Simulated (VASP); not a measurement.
**From VASP inputs to Ansatz: GaAs (strained zincblende)**

INCAR

```
ENCUT = 520
LWAVE = .FALSE.
ISMEAR = -1
LREAL = .FALSE.
LASPH = .TRUE.
PREC = Accurate
EDIFF = 1E-7
NSW = 0
NELM = 120
IBRION = -1
ISIF = 2
NBANDS = 16
GGA = PE
SIGMA = 0.02
LCHARG = .FALSE.
```

KPOINTS

```
KPOINTS created by Atomic Simulation Environment
0
Gamma
8 8 8
0 0 0
```

KPOINTS_OPT

```
special points
6
Reciprocal
0.0000000000 0.0000000000 0.0000000000 1
-0.5000000000 -0.5000000000 0.0000000000 1
-0.3750000000 -0.3750000000 0.2500000000 1
-0.3750000000 0.0000000000 0.3750000000 1
0.0000000000 0.0000000000 0.5000000000 1
-0.5000000000 -0.2500000000 0.2500000000 1
```

POSCAR

```
Ga As
 1.0000000000000000
     0.0000000000000000    2.8330850957000000    2.8330850957000000
     2.7622579683000001    0.0000000000000000    2.8330850957000000
     2.7622579683000001    2.8330850957000000    0.0000000000000000
 Ga  As
   1   1
Cartesian
  0.0000000000000000  0.0000000000000000  0.0000000000000000
  1.3811289841500001  1.4165425478500000  1.4165425478500000
```

VASP ran with the recommended PBE PAW datasets (18 valence electrons in the cell).

Translate these files to an Ansatz input.



```yaml
crystal:
  lattice:
    - [0.0, 2.8330850957, 2.8330850957]
    - [2.7622579683, 0.0, 2.8330850957]
    - [2.7622579683, 2.8330850957, 0.0]
  atoms:
    - { symbol: Ga, position: [0.0, 0.0, 0.0] }
    - { symbol: As, position: [0.25, 0.25, 0.25] }
kpoints:
  mp_grid: { grid: [8, 8, 8] }
  band_path:
    path:
      - [0.0, 0.0, 0.0]
      - [-0.5, -0.5, 0.0]
      - [-0.375, -0.375, 0.25]
      - [-0.375, 0.0, 0.375]
      - [0.0, 0.0, 0.5]
      - [-0.5, -0.25, 0.25]
    npoints: 1
hamiltonian:
  xc: pbe
scf:
  occupations: { method: fermi_dirac, width: 0.02 }
  n_extra_bands: 4
output:
  forces: true
  stress: true
  eigenvalues: true
```

Other inputs would serve too.

|  | VASP | Ansatz |
| --- | --- | --- |
| gap between bands v and c | 0.56 eV | 0.56 eV |
| least direct gap | 0.56 eV | 0.56 eV |
| pressure | 4.9 GPa | 4.7 GPa |

Datasets and cutoffs are each program's own. VASP's cell holds 18 valence electrons and Ansatz's 28. Ansatz's stress includes a Pulay correction; VASP's doesn't.
